**Question: the energy is extrapolated to zero smearing, so why does it still depend on the smearing width?**

I ran metallic Ga₃Se, in the Cu₃Au structure with twelve nearest neighbours, on a coarse k mesh with five Gaussian widths and compared each run with a denser mesh.

Ga₃Se in the Cu₃Au structure, a = 4.433 Å, computed with Ansatz 0.2.0 (PBE, plane-wave PAW, scalar-relativistic, no spin polarisation, cutoff 420 eV) using Gaussian smearing on a 5×5×5 k mesh. The reference has a 10×10×10 mesh and a Gaussian width of 0.1 eV. The energy, unlike the free energy, is extrapolated to zero smearing; pressure is positive in compression.

| occupation width (eV) | energy less reference (meV/atom) | free energy less reference (meV/atom) | pressure less reference (GPa) |
| --- | --- | --- | --- |
| 0.01 | 20.4 | 21.7 | 0.197 |
| 0.05 | 19.8 | 20.1 | 0.287 |
| 0.1 | 18.9 | 17.7 | 0.406 |
| 0.2 | 16.7 | 11.8 | 0.492 |
| 0.4 | 12.9 | -3.51 | 0.445 |

I had assumed that the extrapolation removes the width from the energy. Yet the energy error shrinks steadily as I smear more, the free energy even passes through zero error, and the pressure does something else again. Is 0.4 eV the best setting? And could I have seen that something was wrong without the dense mesh?

**Answer**

The table doesn't show that 0.4 eV is best. The extrapolation assumes that the levels near the Fermi level are closely spaced compared with the width and nearly constant in density. On your mesh the entropy doesn't grow as this requires, and the energy drifts as a result. Too few sampled levels are the likely reason at small widths.

Start with the row at 0.1 eV. It has the same smearing rule and width as the reference, so only the mesh differs. Its energy error of 18.9 meV/atom and pressure error of 0.406 GPa are therefore pure mesh errors. Changing the width over the whole table moves the energy by only 7.5 meV/atom, so the mesh is the larger problem.

**What the extrapolation assumes**

Smearing gives levels near the Fermi level fractional occupations. These carry an entropy term TS, which is subtracted from the internal energy to give the free energy F. No real temperature is involved; the width σ plays its part.

In a metal with a smooth density of states g, the number of partly filled states grows as gσ. Each contributes an entropy term of order σ, so TS grows as σ². For Gaussian smearing the result is TS = gσ²/2.

Now take the opposite case, an isolated boron atom kept spherical and without spin polarisation. Its single p electron is shared among three p orbitals of equal energy. A wider smearing leaves these occupations alone, so the number of partly filled states is fixed and TS grows only as σ. The comparison holds while σ is small against the distance to the next level.

Both cases fit into three lines, in which F₀ is the free energy at zero width on the same mesh:

- The entropy term and the free energy are linked by TS = −σ dF/dσ.
- If TS grows as σᵖ, then F = F₀ − TS/p.
- The extrapolated energy is F + TS/2 = F₀ + TS(1/2 − 1/p).

For p = 2 the last term vanishes and the width drops out. For p = 1 the extrapolation restores only half of what smearing took away, and the energy falls as σ rises. Even when it works, it leads to F₀ of the mesh in use. It can remove the effect of the width, but it can't supply missing k points.

**Why your mesh behaves partly like an atom**

A coarse mesh replaces continuous bands by a limited set of levels. Cubic symmetry then gathers them into groups of equal energy, because equivalent k points have the same levels. As the bands are filled, the electrons usually run out partway through such a group. The Fermi level then stays close to it, much as it stays at the p level of boron.

The spacing of these groups can be estimated. The largest set of equivalent points on your mesh has 24 of the 125 points, so one band there holds 24 × 2/125 = 0.384 electrons per cell. The entropy of the dense-mesh run corresponds to 0.587 states per eV and atom, or about 2.35 per eV for the four-atom cell. Dividing 0.384 by 2.35 gives a spacing of 0.16 eV. The output calls this typical, but it is an upper estimate, because most sets of equivalent points are smaller. An average set has about half as many points, so roughly half this spacing is to be expected. Widths of 0.01 and 0.05 eV are still below that, so they can resolve separate levels where the real metal has a continuum. A width of 0.1 eV is comparable with it.

The entropy supports this picture. At 0.01 eV, TS is about 0.35 meV/atom, twelve times what the smooth density of states would give. To produce that much, at least 31 levels, counted over all 125 mesh points, must lie near the Fermi level. The dense mesh contains every point of yours, so its levels can serve as a guide. Two suitable levels lie close to the Fermi level of the 0.01 eV run: one at (0.2, 0.2, 0.4), about 0.001 eV away, and one at (0, 0.2, 0.2), about 0.005 eV away. Symmetry gives them 24 and 12 points, together 36, which is enough to cover the required 31. The match is only approximate, because these levels come from the dense-mesh run and may shift slightly on your mesh.

**How this produces the drift**

Between neighbouring widths, the power p rises from about 1.2 at the narrow end to about 1.5 at the wide end. Your mesh therefore lies between the atom and the smooth metal, and the extrapolation restores too little at every step.

The last step, from 0.2 to 0.4 eV, shows the size of the effect. TS grows by 23.02 meV/atom, and with p = 1.489 this should lower the free energy by 23.02/1.489, or 15.46. The extrapolation gives back only half of 23.02, which is 11.51. The energy should thus fall by about 3.95 meV/atom, and in the table it falls by 3.8.

The analysis printed below does this for all the steps, using a power law for TS between neighbouring widths and no fitted parameter. Above 0.01 eV, the TS values themselves come from the difference between the two energy columns. It gives a total drift of −7.8 meV/atom, against −7.5 in the table. This agreement is no independent proof, since the link between TS and F is built into the method. It does show where the drift arises: TS doesn't grow as the extrapolation requires. That sparse levels are the reason is an argument from the spacing and the large entropy at small width. It is weaker for the last step, which makes up half of the drift. At 0.4 eV the width exceeds the estimated spacing, and TS is about a quarter below the smooth-metal value, so real structure in the density of states may contribute there. The table can't separate the two.

**Why the smaller error at 0.4 eV is not yet a better result**

Two explanations remain open. A wide smearing may average over the gaps between sampled levels and so imitate a denser mesh, which would be a real improvement. Or it may bring an error of its own that offsets part of the mesh error. Dense-mesh runs at 0.2 and 0.4 eV would separate the two, and the table has none.

The free energy gives a clearer warning. Its error changes sign between 0.2 and 0.4 eV, so some width in between would seem perfect. But the entropy term lowers the free energy further as the width grows, while the mesh error is positive. The zero is a cancellation of the two, and at 0.4 eV the energy at zero smearing is still wrong by 12.9 meV/atom.

The pressure would lead you to a different choice. Its error is smallest at 0.01 eV, where the energy error is largest, and it peaks at 0.2 eV. Two reasons are plausible. Pressure is normally derived from the free energy, without the extrapolation used for the energy. It also depends on how each partly filled level moves with volume, and a few sampled levels represent that average badly. The table tests neither. It does show that a width chosen for the energy needn't suit the pressure.

**How to recognise the problem without a dense mesh**

Double the width and look at TS. If the density of states is smooth, TS should become four times as large. On your mesh it grows from 5.3 to 12.7 meV/atom between 0.1 and 0.2 eV, a factor of only 2.4. That is a warning from the coarse mesh alone.

One width isn't enough for this test. At 0.2 eV, TS happens to lie within a tenth of the smooth-metal value, yet the energy error is still 16.7 meV/atom. Nor does the right growth of TS prove that the mesh is fine enough, because TS sees only the levels near the Fermi level, while the total energy sums over all occupied ones. At large widths, real structure in the density of states can also spoil the σ² law.

So hold the width fixed and refine the mesh until both energy and pressure settle. Then vary the width on that mesh, and remember that a narrower width may need a finer mesh again. The spacing estimate tells you what to expect in a similar metal: fewer k points, higher symmetry or a lower density of states all spread the sampled levels further apart. Each makes a narrow smearing more likely to pick out single levels, and the extrapolated energy more likely to drift.

Printed output of the fit:

```
Entropy term TS on the coarse mesh against the width-squared law:
   row  TS meV/atom  width-squared law meV/atom  apparent density of states per eV and atom
  0.01       0.3494                     0.02934                                       6.989
  0.05        2.334                      0.7336                                       1.867
   0.1        5.334                       2.934                                       1.067
   0.2        12.73                       11.74                                      0.6367
   0.4        35.75                       46.95                                      0.4469
Density of states from TS of the dense reference (states per eV and atom): 0.5868
Steps from the row before:
   row  local power of width in TS  fall of free energy from TS meV/atom  fall in the table meV/atom
  0.05                        1.18                                 1.682                         1.6
   0.1                       1.192                                 2.516                         2.4
   0.2                       1.255                                 5.895                         5.9
   0.4                       1.489                                 15.46                       15.31
Drift of zero-smearing energy from 0.01 to 0.4 eV, from TS (meV/atom): -7.846
Same drift in the table (meV/atom): -7.5
Coarse-mesh energy error at zero width if TS is linear below 0.01 eV (meV/atom): 20.57
Free-energy error less energy error at 0.4 eV (meV/atom): -16.41
Typical spacing of levels on the coarse mesh near the Fermi level (eV): 0.1636
Least number of point levels near the Fermi level at 0.01 eV, mesh of 125 points: 30.97
Level at (0, 0.2, 0.2) from the Fermi level of the 0.01 eV row (eV): -0.005161
Change of pressure error from 0.01 to 0.2 eV in the table (GPa): 0.295
Same change if levels scaled as in a free-electron gas (GPa): 0.01219
```
